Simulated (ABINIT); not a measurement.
# InP (F-43m) in ABINIT: notebook, part 2 of 2

ABINIT 10.8.3 (patched build). Earlier steps stand in the parts before.

### Step 6. Equation of state, revPBE+D3

The input, run.abi:

```
# Datasets: one volume each
ndtset 7
getwfk -1
scalecart1 3*0.9795861087
scalecart2 3*0.9864848297
scalecart3 3*0.9932883884
scalecart4 3*1.0000000000
scalecart5 3*1.0066227096
scalecart6 3*1.0131594038
scalecart7 3*1.0196128224

# Pseudopotentials
pp_dirpath "./"
pseudos "In.GGA_PBE-JTH.xml, P.GGA_PBE-JTH.xml"

# Structure
acell 7.83169184 7.83169184 7.83169184
rprim
     0.0000000000     0.7071067812     0.7071067812
     0.7071067812     0.0000000000     0.7071067812
     0.7071067812     0.7071067812     0.0000000000
ntypat 2
znucl 49 15
natom 2
typat 1 2
xred
     0.0000000000     0.0000000000     0.0000000000
     0.7500000000     0.7500000000     0.7500000000

# Plane-wave basis
ecut 20.0
pawecutdg 40.0

# k points
kptopt 1
ngkpt 8 8 8
nshiftk 1
shiftk 0.0 0.0 0.0

# Exchange and correlation
ixc 14
vdw_xc 6

# Bands and occupations
nband 13
occopt 3
tsmear 0.00183747

# SCF cycle
nstep 100
tolvrs 1.0e-9

# Output
iomode 3
prtwf 1
prtden 0
prteig 0
prtebands 0
enunit 1
```

Potentials or basis: JTH PAW PBE v2.0.

Launch:

```console
$ abinit run.abi > log 2>&1
```

run.abo:

```text
.Version 10.8.3 of ABINIT
 DATASET    1 : space group F-4 3 m (#216); Bravais cF (face-center cubic)
================================================================================
 Values of the parameters that define the memory need for DATASET  1.
     intxc =       0    ionmov =       0      iscf =      17    lmnmax =      18
     lnmax =       6     mgfft =      32  mpssoang =       3    mqgrid =    3001
     natom =       2  nloc_mem =       2    nspden =       1   nspinor =       1
    nsppol =       1      nsym =      24    n1xccc =       1    ntypat =       2
    occopt =       3   xclevel =       2
       mpw =        1384          nfft =       32768          nkpt =          29
 PAW method is used; the additional fine FFT grid is defined by:
   mgfftf=        45    nfftf =     91125
================================================================================
================================================================================
[... 71 lines left out ...]
 DATASET    7 : space group F-4 3 m (#216); Bravais cF (face-center cubic)
================================================================================
 Values of the parameters that define the memory need for DATASET  7.
     intxc =       0    ionmov =       0      iscf =      17    lmnmax =      18
     lnmax =       6     mgfft =      36  mpssoang =       3    mqgrid =    3001
     natom =       2  nloc_mem =       2    nspden =       1   nspinor =       1
    nsppol =       1      nsym =      24    n1xccc =       1    ntypat =       2
    occopt =       3   xclevel =       2
       mpw =        1556          nfft =       46656          nkpt =          29
 PAW method is used; the additional fine FFT grid is defined by:
[... 1425 lines left out ...]
            acell      7.8316918400E+00  7.8316918400E+00  7.8316918400E+00 Bohr
           etotal1    -6.4682634863E+01
           etotal2    -6.4683993741E+01
           etotal3    -6.4684942555E+01
           etotal4    -6.4685534148E+01
           etotal5    -6.4685821257E+01
           etotal6    -6.4685808240E+01
           etotal7    -6.4685544685E+01
            fcart1    -0.0000000000E+00  1.4890770822E-28 -0.0000000000E+00
                      -0.0000000000E+00 -1.4890770822E-28 -0.0000000000E+00
            fcart2    -2.4644393584E-29 -2.3874256285E-29  7.3933180753E-29
                       2.4644393584E-29  2.3874256285E-29 -7.3933180753E-29
            fcart3    -0.0000000000E+00  4.5891733254E-30 -0.0000000000E+00
                      -0.0000000000E+00 -4.5891733254E-30 -0.0000000000E+00
            fcart4    -6.0778301020E-30 -7.5972876275E-30  1.8233490306E-29
                       6.0778301020E-30  7.5972876275E-30 -1.8233490306E-29
            fcart5    -0.0000000000E+00 -0.0000000000E+00 -0.0000000000E+00
                      -0.0000000000E+00 -0.0000000000E+00 -0.0000000000E+00
[... 38 lines left out ...]
                       0.0000000000E+00  0.0000000000E+00  0.0000000000E+00
           xangst1     0.0000000000E+00  0.0000000000E+00  0.0000000000E+00
                       4.3060156345E+00  4.3060156345E+00  4.3060156345E+00
           xangst2     0.0000000000E+00  0.0000000000E+00  0.0000000000E+00
                       4.3363406873E+00  4.3363406873E+00  4.3363406873E+00
           xangst3     0.0000000000E+00  0.0000000000E+00  0.0000000000E+00
                       4.3662474304E+00  4.3662474304E+00  4.3662474304E+00
           xangst4     0.0000000000E+00  0.0000000000E+00  0.0000000000E+00
                       4.3957499971E+00  4.3957499971E+00  4.3957499971E+00
           xangst5     0.0000000000E+00  0.0000000000E+00  0.0000000000E+00
                       4.4248617728E+00  4.4248617728E+00  4.4248617728E+00
           xangst6     0.0000000000E+00  0.0000000000E+00  0.0000000000E+00
                       4.4535954463E+00  4.4535954463E+00  4.4535954463E+00
           xangst7     0.0000000000E+00  0.0000000000E+00  0.0000000000E+00
                       4.4819630611E+00  4.4819630611E+00  4.4819630611E+00
             xred      0.0000000000E+00  0.0000000000E+00  0.0000000000E+00
                       7.5000000000E-01  7.5000000000E-01  7.5000000000E-01
 Calculation completed.
```

Wall time 88 s (1 thread of Arm Neoverse V2, shared host); peak memory 0.16 GiB.

What came out:

- Equilibrium volume: 25.90 Å³/atom
- Bulk modulus: 60 GPa
- Pressure derivative of the bulk modulus: 4.8 (rough: it moves with the points fitted)

Energy against volume, from the lowest point:
| volume (Å³/atom) | energy (meV/atom) |
| --- | --- |
| 23.657 | 43.35 |
| 24.160 | 24.86 |
| 24.663 | 11.96 |
| 25.167 | 3.91 |
| 25.670 | 0.00 |
| 26.173 | 0.18 |
| 26.677 | 3.76 |

Caveat: the cutoff is too short for stress, so the log's stress isn't used; pressures at fixed basis lie under the slope of the energies; the PAW data sets were made with another functional, which shifts forces and pressure a little.

### Step 7. The runs side by side

| task | level | potentials or basis | spin | cutoff (eV) | fine-grid cutoff | V0 of scaled cells (Å³/atom) | B0 (GPa) |
| --- | --- | --- | --- | --- | --- | --- | --- |
| equation of state | SOGGA | JTH PAW PBE v2.0 sp | off | 544 | 1088.46 eV | 26.00 | 70 |
| equation of state | PBE | JTH PAW PBE v2.0 | off | 408 | 816.342 eV | 26.49 | 58 |
| equation of state | revPBE+D3(BJ) | JTH PAW PBE v2.0 | off | 544 | 1088.46 eV | 25.31 | 66 |
| band structure | PBEsol | JTH PAW PBE v2.0 sp | SOC, no magnetisation | 544 | 1088.46 eV | - | - |
| equation of state | revPBE+D3 | JTH PAW PBE v2.0 | off | 544 | 1088.46 eV | 25.90 | 60 |

Alike in all rows: cell as given; k mesh 8 × 8 × 8; smearing fermi-dirac 0.05 eV.

Caveats: pressures at fixed basis lie under the slope of the energies (some runs); the PAW data sets were made with another functional, which shifts forces and pressure a little (some runs); this set keeps more shells in the core, which shifts pressures and gaps (some runs).

Absolute energies hang on the potentials; compare differences alone.

### Step 8. Comparison with measurements

Step 2. Against the measured bulk modulus of InP, 71 GPa (a printed reference work, data compilation), the calculated 70 GPa is off by -1.1 %. The fit is for a static lattice scaled at fixed shape and fixed fractional positions.

Step 3. Measured bulk modulus of InP: 71 GPa (a printed reference work, data compilation). This calculation gives 58 GPa (-18.9 %). The fit is for a static lattice scaled at fixed shape and fixed fractional positions.

Step 4. A measured bulk modulus of InP is 71 GPa (a printed reference work, data compilation); the calculated 66 GPa misses it by -7.3 %. The fit is for a static lattice scaled at fixed shape and fixed fractional positions.

Step 5. Measured gap of InP: 1.4236 eV (direct; 1.6 K; a printed reference work, data compilation). This calculation gives 0.68 eV (-0.74 eV). The value is that of PBEsol, without temperature or zero-point motion. Semilocal functionals fall short of measured gaps as a rule.

Step 6. A measured bulk modulus of InP is 71 GPa (a printed reference work, data compilation); the calculated 60 GPa misses it by -15.1 %. The fit is for a static lattice scaled at fixed shape and fixed fractional positions.
